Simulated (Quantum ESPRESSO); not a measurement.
# MnS (Fm-3m) in Quantum ESPRESSO: a series of runs

Runs on MnS. Level: rev-vdW-DF2. Tasks: single point, equation of state.

All numbers are computed with Quantum ESPRESSO 7.5; they aren't measurements. Logs are shortened: lines on timing, memory, paths and dates and some standing lists are left out, and cuts for length are marked.

## (1) The crystal as given

Symmetry: Fm-3m, No. 225, cubic system. Conventional cell: a = 5.209 Å, b = 5.209 Å, c = 5.209 Å, α = 90.00°, β = 90.00°, γ = 90.00°. Mn (site symmetry m-3m) has 6 S at 2.60 Å as nearest neighbours. S (site symmetry m-3m) has 6 Mn at 2.60 Å as nearest neighbours.

## (2) Single point, rev-vdW-DF2, collinear spin, ferromagnetic start, 16.61 Å³/atom

pw.in reads:

```
&CONTROL
  calculation = 'scf'
  prefix = 'pwscf'
  outdir = './tmp'
  pseudo_dir = './pseudo'
  tprnfor = .true.
  tstress = .true.
  disk_io = 'nowf'
/
&SYSTEM
  ibrav = 0
  nat = 2
  ntyp = 2
  ecutwfc = 96
  nbnd = 20
  input_dft = 'vdw-df2-b86r'
  occupations = 'smearing'
  smearing = 'fd'
  degauss = 0.00367493
  nspin = 2
  starting_magnetization(1) = 0.2667
  starting_magnetization(2) = 0
/
&ELECTRONS
  conv_thr = 4d-10
  electron_maxstep = 120
  mixing_beta = 0.3
/
ATOMIC_SPECIES
Mn    54.9380 Mn.upf
S     32.0600 S.upf
CELL_PARAMETERS angstrom
   0.0000000000    2.5513320201    2.5513320201
   2.5513320201    0.0000000000    2.5513320201
   2.5513320201    2.5513320201    0.0000000000
ATOMIC_POSITIONS crystal
Mn     0.0000000000    0.0000000000    0.0000000000
S      0.5000000000    0.5000000000    0.5000000000
K_POINTS automatic
6 6 6 0 0 0
```

Potentials or basis: PseudoDojo 0.4.1 SR PBE standard.

Started as:

```
> OMP_NUM_THREADS=1 pw.x -in pw.in > pw.out
```

pw.out:

```text
This program is part of the open-source Quantum ESPRESSO suite
     for quantum simulation of materials; please cite
         "P. Giannozzi et al., J. Phys.:Condens. Matter 21 395502 (2009);
         "P. Giannozzi et al., J. Phys.:Condens. Matter 29 465901 (2017);
         "P. Giannozzi et al., J. Chem. Phys. 152 154105 (2020);
     in publications or presentations arising from this work. More details at

     IMPORTANT: XC functional enforced from input :
     Exchange-correlation= VDW-DF2-B86R
                           (   1   4  26   0   2   0   0)
     Any further DFT definition will be discarded
     Please, verify this is what you really want

     Message from routine setup:
     using ibrav=0 with symmetry is DISCOURAGED, use correct ibrav instead

     G-vector sticks info
     --------------------
     sticks:   dense  smooth     PW     G-vecs:    dense   smooth      PW
     Sum        1237    1237    361                28571    28571    4573

     Using Slab Decomposition

     bravais-lattice index     =            0
     lattice parameter (alat)  =       6.8184  a.u.
     unit-cell volume          =     224.1442 (a.u.)^3
     number of atoms/cell      =            2
     number of atomic types    =            2
     number of electrons       =        21.00
     number of Kohn-Sham states=           20
     kinetic-energy cutoff     =      96.0000  Ry
     charge density cutoff     =     384.0000  Ry
     scf convergence threshold =      4.0E-10
     mixing beta               =       0.3000
     number of iterations used =            8  plain     mixing
     Exchange-correlation= VDW-DF2-B86R
                           (   1   4  26   0   2   0   0)

     celldm(1)=   6.818374  celldm(2)=   0.000000  celldm(3)=   0.000000
     celldm(4)=   0.000000  celldm(5)=   0.000000  celldm(6)=   0.000000

     crystal axes: (cart. coord. in units of alat)
               a(1) = (   0.000000   0.707107   0.707107 )
               a(2) = (   0.707107   0.000000   0.707107 )
               a(3) = (   0.707107   0.707107   0.000000 )

     reciprocal axes: (cart. coord. in units 2 pi/alat)
               b(1) = ( -0.707107  0.707107  0.707107 )
               b(2) = (  0.707107 -0.707107  0.707107 )
               b(3) = (  0.707107  0.707107 -0.707107 )

     PseudoPot. # 1 for Mn read from file:
     Mn.upf
     Pseudo is Norm-conserving + core correction, Zval = 15.0
     Generated using ONCVPSP code by D. R. Hamann
     Using radial grid of 1464 points,  6 beta functions with:
                l(1) =   0
                l(2) =   0
                l(3) =   1
                l(4) =   1
                l(5) =   2
                l(6) =   2

     PseudoPot. # 2 for S  read from file:
     S.upf
     Pseudo is Norm-conserving + core correction, Zval =  6.0
     Generated using ONCVPSP code by D. R. Hamann
     Using radial grid of 1146 points,  6 beta functions with:
[... 78 lines left out ...]
     %  * Unscreened and range-separated hybrid vdW-DF-cx functionals       %
     %    DOI: 10.1063/1.4986522 and 10.1088/1361-648X/ac2ad2               %
     %    use with input_dft = 'vdW-DF-cx0'    and 'vdW-DF-ahcx'            %
     %  * Unscreened and range-separated hybrid vdW-DF2-b86r functionals    %
     %    DOI: 10.1063/1.4986522 and DOI: 10.1103/PhysRevX.12.041003        %
     %    use with input_dft = 'vdW-DF2-br0' and 'vdW-DF2-ahbr'             %
     %                                                                      %
     %%%%%%%%%%%%%%%%%%%%%%%%%%%%%%%%%%%%%%%%%%%%%%%%%%%%%%%%%%%%%%%%%%%%%%%%

     Starting wfcs are   14 randomized atomic wfcs +    6 random wfcs

     Self-consistent Calculation

     iteration #  1     ecut=    96.00 Ry     beta= 0.30
     Davidson diagonalization with overlap
     ethr =  1.00E-02,  avg # of iterations =  6.7

     Threshold (ethr) on eigenvalues was too large:
     Diagonalizing with lowered threshold

     Davidson diagonalization with overlap
     ethr =  2.11E-04,  avg # of iterations =  3.1

     total energy              =    -239.90460377 Ry
     estimated scf accuracy    <       0.04412507 Ry
[... 94 lines left out ...]
     iteration # 11     ecut=    96.00 Ry     beta= 0.30
     Davidson diagonalization with overlap
     ethr =  2.04E-11,  avg # of iterations =  1.2

     Magnetic moment per site  (integrated on atomic sphere of radius R)
     atom   1 (R=0.292)  charge= 13.1844  magn=  4.0124
     atom   2 (R=0.292)  charge=  4.5405  magn=  0.1256

     End of self-consistent calculation

 ------ SPIN UP ------------

          k = 0.0000 0.0000 0.0000 (  3527 PWs)   bands (ev):

   -70.2487 -39.2038 -39.2038 -39.2038  -3.8319   7.7900   7.7900   7.7900
     7.8840   7.8840   9.2213   9.2213   9.2213  13.4061  19.8690  19.8690
    19.8690  22.0050  23.0800  23.0801

          k = 0.1179 0.1179-0.1179 (  3593 PWs)   bands (ev):
[... 37 lines left out ...]
   -70.2479 -39.2131 -39.2074 -39.2054  -2.4447   4.4293   6.1147   6.1743
     8.2635   8.3884   8.7799   9.9711  11.6541  15.3044  17.0103  17.4816
    19.2531  21.9349  24.6178  25.3020

          k = 0.0000-0.2357 0.2357 (  3573 PWs)   bands (ev):

   -70.2483 -39.2093 -39.2061 -39.2044  -3.0975   5.6684   6.5301   6.8138
     8.0139   8.2167   8.9606   9.3686  11.3362  15.9146  17.8412  18.0349
    18.3572  20.4962  23.3438  24.9559

          k = 0.4714 0.0000-0.0000 (  3535 PWs)   bands (ev):
[... 37 lines left out ...]
   -70.2477 -39.2127 -39.2097 -39.2082  -2.1308   5.2183   6.0789   6.0996
     8.3726   8.5514   8.6065   8.8289   9.1828  14.3468  17.5052  19.6987
    19.8212  24.5474  25.2014  25.4963

 ------ SPIN DOWN ----------

          k = 0.0000 0.0000 0.0000 (  3527 PWs)   bands (ev):

   -66.2700 -35.0113 -35.0113 -35.0113  -3.5373   9.4504   9.4504   9.4504
    11.2558  11.2558  11.2558  11.3675  11.3675  14.2674  20.9415  20.9415
    20.9415  22.2097  24.1755  24.1755

          k = 0.1179 0.1179-0.1179 (  3593 PWs)   bands (ev):
[... 37 lines left out ...]
   -66.2691 -35.0237 -35.0160 -35.0133  -2.2033   5.1007   7.1387   7.6158
    12.0967  12.1288  12.4408  12.9880  14.4059  15.9203  18.0825  18.3378
    20.0063  22.4938  25.2601  26.2259

          k = 0.0000-0.2357 0.2357 (  3573 PWs)   bands (ev):

   -66.2695 -35.0187 -35.0143 -35.0121  -2.8286   6.4671   7.9242   8.0771
    11.6532  11.8425  12.0958  12.3071  13.7491  16.6251  18.6976  19.1733
    19.4491  21.3299  24.0548  25.8063

          k = 0.4714 0.0000-0.0000 (  3535 PWs)   bands (ev):
[... 37 lines left out ...]
   -66.2688 -35.0229 -35.0190 -35.0171  -1.8635   5.6592   6.7449   6.9681
    11.3457  12.2149  12.4288  12.6064  12.6914  15.6658  18.6140  20.2715
    20.7409  25.3243  25.5106  26.0417

     the Fermi energy is    11.1962 ev

!    total energy              =    -239.91740487 Ry
     estimated scf accuracy    <          1.3E-10 Ry
     smearing contrib. (-TS)   =      -0.00053792 Ry
     internal energy E=F+TS    =    -239.91686695 Ry

     The total energy is F=E-TS. E is the sum of the following terms:
     one-electron contribution =    -122.79772194 Ry
     hartree contribution      =      70.33671418 Ry
     xc contribution           =     -43.01395576 Ry
     ewald contribution        =    -144.44190343 Ry

     total magnetization       =     4.48 Bohr mag/cell
     absolute magnetization    =     4.48 Bohr mag/cell

     convergence has been achieved in  11 iterations

     Forces acting on atoms (cartesian axes, Ry/au):

     atom    1 type  1   force =    -0.00000000   -0.00000000    0.00000000
     atom    2 type  2   force =     0.00000000   -0.00000000   -0.00000000

     Total force =     0.000000     Total SCF correction =     0.000000

     Computing stress (Cartesian axis) and pressure

          total   stress  (Ry/bohr**3)                   (kbar)     P=      -20.39
  -0.00013858   0.00000000  -0.00000000          -20.39        0.00       -0.00
   0.00000000  -0.00013858  -0.00000000            0.00      -20.39       -0.00
  -0.00000000  -0.00000000  -0.00013858           -0.00       -0.00      -20.39

=------------------------------------------------------------------------------=
   JOB DONE.
=------------------------------------------------------------------------------=
```

Run time: 92 s. Hardware: 1 thread of Arm Neoverse V2, shared host; peak memory 0.17 GiB.

Results:

- Free energy: -3264.2426 eV
- Pressure: -2.0 GPa
- Band gap on the k mesh: none (metal or under the smearing width)
- Net moment: 4.48 μB per cell
- Absolute moment: 4.48 μB per cell
- Site moments: Mn +4.01; S +0.13 μB
- Valence electrons inside the program's atomic spheres: Mn 13.18; S 4.54

Caveat: the k mesh is coarse; the potentials were made for another functional, which shifts forces and pressure; a cell with one magnetic atom can't hold antiferromagnetic order, which such compounds often take; semilocal functionals often make such compounds metallic where correlation or magnetic order opens a gap, which also shifts bond lengths.

## (3) Single point, rev-vdW-DF2, collinear spin, ferromagnetic start, 16.96 Å³/atom

pw.in: that of step 2 with these lines changed.

```diff
@@ -32,5 +32,5 @@
 CELL_PARAMETERS angstrom
-   0.0000000000    2.5513320201    2.5513320201
-   2.5513320201    0.0000000000    2.5513320201
-   2.5513320201    2.5513320201    0.0000000000
+   0.0000000000    2.5692997390    2.5692997390
+   2.5692997390    0.0000000000    2.5692997390
+   2.5692997390    2.5692997390    0.0000000000
 ATOMIC_POSITIONS crystal
```

Potentials or basis: PseudoDojo 0.4.1 SR PBE standard.

Started as:

```
> OMP_NUM_THREADS=1 pw.x -in pw.in > pw.out
```

It took 93 s on 1 thread of Arm Neoverse V2, shared host; peak memory 0.17 GiB.

It converged, with:

- Free energy: -3264.2311 eV
- Pressure: -3.1 GPa
- Band gap on the k mesh: none (metal or under the smearing width)
- Net moment: 4.54 μB per cell
- Absolute moment: 4.54 μB per cell
- Site moments: Mn +4.07; S +0.13 μB
- Valence electrons inside the program's atomic spheres: Mn 13.19; S 4.58

Caveat: the k mesh is coarse; the potentials were made for another functional, which shifts forces and pressure; a cell with one magnetic atom can't hold antiferromagnetic order, which such compounds often take; semilocal functionals often make such compounds metallic where correlation or magnetic order opens a gap, which also shifts bond lengths.

## (4) Single point, rev-vdW-DF2, collinear spin, ferromagnetic start, 17.31 Å³/atom

pw.in: that of step 3 with these lines changed.

```diff
@@ -32,5 +32,5 @@
 CELL_PARAMETERS angstrom
-   0.0000000000    2.5692997390    2.5692997390
-   2.5692997390    0.0000000000    2.5692997390
-   2.5692997390    2.5692997390    0.0000000000
+   0.0000000000    2.5870196075    2.5870196075
+   2.5870196075    0.0000000000    2.5870196075
+   2.5870196075    2.5870196075    0.0000000000
 ATOMIC_POSITIONS crystal
```

Started as:

```
> OMP_NUM_THREADS=1 pw.x -in pw.in > pw.out
```

It took 92 s on 1 thread of Arm Neoverse V2, shared host; peak memory 0.17 GiB.

The run converged. Its results:

- Free energy: -3264.2153 eV
- Pressure: -4.1 GPa
- Band gap on the k mesh: none (metal or under the smearing width)
- Net moment: 4.60 μB per cell
- Absolute moment: 4.60 μB per cell
- Site moments: Mn +4.12; S +0.14 μB
- Valence electrons inside the program's atomic spheres: Mn 13.20; S 4.61

Caveat: the k mesh is coarse; the potentials were made for another functional, which shifts forces and pressure; a cell with one magnetic atom can't hold antiferromagnetic order, which such compounds often take; semilocal functionals often make such compounds metallic where correlation or magnetic order opens a gap, which also shifts bond lengths.

## (5) Single point, rev-vdW-DF2, collinear spin, ferromagnetic start, 17.67 Å³/atom

pw.in: that of step 4 with these lines changed.

```diff
@@ -32,5 +32,5 @@
 CELL_PARAMETERS angstrom
-   0.0000000000    2.5870196075    2.5870196075
-   2.5870196075    0.0000000000    2.5870196075
-   2.5870196075    2.5870196075    0.0000000000
+   0.0000000000    2.6045000000    2.6045000000
+   2.6045000000    0.0000000000    2.6045000000
+   2.6045000000    2.6045000000    0.0000000000
 ATOMIC_POSITIONS crystal
```

Started as:

```
> OMP_NUM_THREADS=1 pw.x -in pw.in > pw.out
```

Run time: 93 s. Hardware: 1 thread of Arm Neoverse V2, shared host; peak memory 0.17 GiB.

Results (log left out):

* Free energy: -3264.1949 eV
* Pressure: -5.2 GPa
* Band gap on the k mesh: none (metal or under the smearing width)
* Net moment: 4.64 μB per cell
* Absolute moment: 4.64 μB per cell
* Site moments: Mn +4.16; S +0.15 μB
* Valence electrons inside the program's atomic spheres: Mn 13.21; S 4.65

Caveat: the k mesh is coarse; the potentials were made for another functional, which shifts forces and pressure; a cell with one magnetic atom can't hold antiferromagnetic order, which such compounds often take; semilocal functionals often make such compounds metallic where correlation or magnetic order opens a gap, which also shifts bond lengths.

## (6) Single point, rev-vdW-DF2, collinear spin, ferromagnetic start, 18.02 Å³/atom

pw.in: that of step 5 with these lines changed.

```diff
@@ -32,5 +32,5 @@
 CELL_PARAMETERS angstrom
-   0.0000000000    2.6045000000    2.6045000000
-   2.6045000000    0.0000000000    2.6045000000
-   2.6045000000    2.6045000000    0.0000000000
+   0.0000000000    2.6217488470    2.6217488470
+   2.6217488470    0.0000000000    2.6217488470
+   2.6217488470    2.6217488470    0.0000000000
 ATOMIC_POSITIONS crystal
```

Potentials or basis: PseudoDojo 0.4.1 SR PBE standard.

Started as:

```
> OMP_NUM_THREADS=1 pw.x -in pw.in > pw.out
```

Run time: 93 s. Hardware: 1 thread of Arm Neoverse V2, shared host; peak memory 0.17 GiB.

The run converged. Its results:

| Quantity | Value |
| --- | --- |
| Free energy | -3264.1700 eV |
| Pressure | -6.1 GPa |
| Band gap on the k mesh | none (metal or under the smearing width) |
| Net moment | 4.68 μB per cell |
| Absolute moment | 4.68 μB per cell |
| Site moments | Mn +4.20; S +0.15 μB |
| Valence electrons inside the program's atomic spheres | Mn 13.22; S 4.68 |

Caveat: the k mesh is coarse; the potentials were made for another functional, which shifts forces and pressure; a cell with one magnetic atom can't hold antiferromagnetic order, which such compounds often take; semilocal functionals often make such compounds metallic where correlation or magnetic order opens a gap, which also shifts bond lengths.

## (7) Single point, rev-vdW-DF2, collinear spin, ferromagnetic start, 18.37 Å³/atom

pw.in: that of step 6 with these lines changed.

```diff
@@ -32,5 +32,5 @@
 CELL_PARAMETERS angstrom
-   0.0000000000    2.6217488470    2.6217488470
-   2.6217488470    0.0000000000    2.6217488470
-   2.6217488470    2.6217488470    0.0000000000
+   0.0000000000    2.6387736672    2.6387736672
+   2.6387736672    0.0000000000    2.6387736672
+   2.6387736672    2.6387736672    0.0000000000
 ATOMIC_POSITIONS crystal
```

Started as:

```
> OMP_NUM_THREADS=1 pw.x -in pw.in > pw.out
```

Run time: 90 s. Hardware: 1 thread of Arm Neoverse V2, shared host; peak memory 0.17 GiB.

The run converged. Its results:

| Quantity | Value |
| --- | --- |
| Free energy | -3264.1411 eV |
| Pressure | -7.0 GPa |
| Band gap on the k mesh | none (metal or under the smearing width) |
| Net moment | 4.71 μB per cell |
| Absolute moment | 4.71 μB per cell |
| Site moments | Mn +4.23; S +0.15 μB |
| Valence electrons inside the program's atomic spheres | Mn 13.23; S 4.71 |

Caveat: the k mesh is coarse; the potentials were made for another functional, which shifts forces and pressure; a cell with one magnetic atom can't hold antiferromagnetic order, which such compounds often take; semilocal functionals often make such compounds metallic where correlation or magnetic order opens a gap, which also shifts bond lengths.

## (8) Single point, rev-vdW-DF2, collinear spin, ferromagnetic start, 18.73 Å³/atom

pw.in: that of step 7 with these lines changed.

```diff
@@ -32,5 +32,5 @@
 CELL_PARAMETERS angstrom
-   0.0000000000    2.6387736672    2.6387736672
-   2.6387736672    0.0000000000    2.6387736672
-   2.6387736672    2.6387736672    0.0000000000
+   0.0000000000    2.6555815960    2.6555815960
+   2.6555815960    0.0000000000    2.6555815960
+   2.6555815960    2.6555815960    0.0000000000
 ATOMIC_POSITIONS crystal
```

Started as:

```
> OMP_NUM_THREADS=1 pw.x -in pw.in > pw.out
```

Wall time 93 s (1 thread of Arm Neoverse V2, shared host); peak memory 0.18 GiB.

The run converged. Its results:

```yaml
Free_energy: -3264.1088 eV
Pressure: -7.6 GPa
Band_gap_on_the_k_mesh: none (metal or under the smearing width)
Net_moment: 4.76 μB per cell
Absolute_moment: 4.76 μB per cell
Site_moments: Mn +4.27; S +0.15 μB
Valence_electrons_inside_the_program's_atomic_spheres: Mn 13.24; S 4.74
```

Caveat: the k mesh is coarse; the potentials were made for another functional, which shifts forces and pressure; a cell with one magnetic atom can't hold antiferromagnetic order, which such compounds often take; semilocal functionals often make such compounds metallic where correlation or magnetic order opens a gap, which also shifts bond lengths.

## (9) Equation of state, rev-vdW-DF2, collinear spin, ferromagnetic start

Potentials or basis: PseudoDojo 0.4.1 SR PBE standard.

This step only gathers the single runs of the series.

What came out:

- Equilibrium volume: 16.00 Å³/atom (rough: see the caveat)
- Bulk modulus: 55 GPa (rough)

Energy against volume, from the lowest point:
```tsv
volume (Å³/atom)	energy (meV/atom)
16.607	0.00
16.961	5.74
17.314	13.65
17.667	23.83
18.021	36.27
18.374	50.76
18.727	66.91
```

Caveat: the potentials were made for another functional, which shifts forces and pressure; the fit is doubtful: noisy points or a state that changes with volume; the minimum lies outside the volumes run.
